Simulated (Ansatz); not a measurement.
## A series in volume per atom on Re

Equation of state of a cubic crystal from periodic Kohn-Sham density functional theory without spin; pressure corrected for the finite basis. The results are calculated, by Ansatz 0.2.0 development build.

Cell of the first row (space group Fd-3m, No. 227):
```
Re
1.0
      0.0000     2.7688     2.7688
      2.7688     0.0000     2.7688
      2.7688     2.7688     0.0000
Re
2
Direct
  0.00000 0.00000 0.00000
  0.25000 0.25000 0.25000
```

Settings of every row: formula Re; structure type diamond; functional PBE; spin treatment none; k mesh 33x33x33; occupation method fermi-dirac; occupation width 0.061225619 eV; wave cutoff 420 eV; datasets soft-1 PAW; density cutoff ratio 4.

Limits: a cubic model structure, not a phase known at ambient conditions; some atoms lie unusually close (a squeezed, shaken or made-up cell); no spin-orbit coupling, which can matter with elements this heavy.

```
row  volume per atom (Å³)  pressure (GPa)  energy above lowest point (meV/atom)
  1                21.226          12.352                                 48.91
  2                21.677            7.75                                  20.7
  3                22.129           3.603                                   4.8
  4                 22.58          -0.133                                     0
  5                23.032          -3.499                                   5.2
  6                23.484          -6.532                                 19.41
  7                23.935               ?                                     ?
```

Question: what pressure and energy above lowest point should row 7 give?

Worked fit of pressure. Take u = (V_r/V)^(2/3) − 1 with V_r = 22.355 Å³ an atom, which is twice the finite (Eulerian) strain; such expansions in the strain, on which the Birch-Murnaghan equation of state is built, carry the rest volume and the bulk modulus. The shown rows have u = 0.03515, 0.02074, 0.0068, -0.00665, -0.01969, -0.03231. Least squares give pressure = 1.681 + 277.332 × u + 730.82 × u² + 450 × u³ GPa; a parabola predicts inner rows, each left out in turn, worse (root mean square 0.0059 against 0.0033 GPa). The rows lie off it by 0.000, -0.001, 0.002, -0.002, 0.001, 0.000. The pressure vanishes at u = -0.0062, or V = 22.56 Å³ an atom, and there the bulk modulus at fixed shape and fractions is B = −V dP/dV = (2/3)(1 + u) dP/du = 178 GPa. The withheld row has u = -0.04451, so the fit gives 1.681 + 277.332 × (-0.04451) + 730.82 × (-0.04451)² + 450 × (-0.04451)³ = -9.255 GPa.

The calculation gave -9.261 GPa. The fit lies 0.006 GPa (0.028 % of the column's range) above it; its largest miss of a shown row is 0.002 GPa. This row lies beyond the range of the fit.

Worked fit of energy above lowest point. Take u = (V_r/V)^(2/3) − 1 with V_r = 22.355 Å³ an atom, which is twice the finite (Eulerian) strain; such expansions in the strain, on which the Birch-Murnaghan equation of state is built, carry the rest volume and the bulk modulus. The shown rows have u = 0.03515, 0.02074, 0.0068, -0.00665, -0.01969, -0.03231. Least squares give energy above lowest point = 1.081 + 351.95 × u + 28569.3 × u² + 3669 × u³ meV/atom; a parabola predicts inner rows, each left out in turn, worse (root mean square 0.045 against 0.0051 meV/atom). All shown rows lie on it to the printed digit. Its lowest point lies at u = -0.0062, or V = 22.56 Å³ an atom, and the curvature there gives the bulk modulus at fixed shape and fractions, B = (4/9)(1 + u)² E″(u)/V = 178 GPa. The withheld row has u = -0.04451, so the fit gives 1.081 + 351.95 × (-0.04451) + 28569.3 × (-0.04451)² + 3669 × (-0.04451)³ = 41.69 meV/atom.

The calculation gave 41.74 meV/atom. The fit lies 0.05 meV/atom (0.1 % of the column's range) below it; its largest miss of a shown row is 0.00 meV/atom. This row lies beyond the range of the fit.
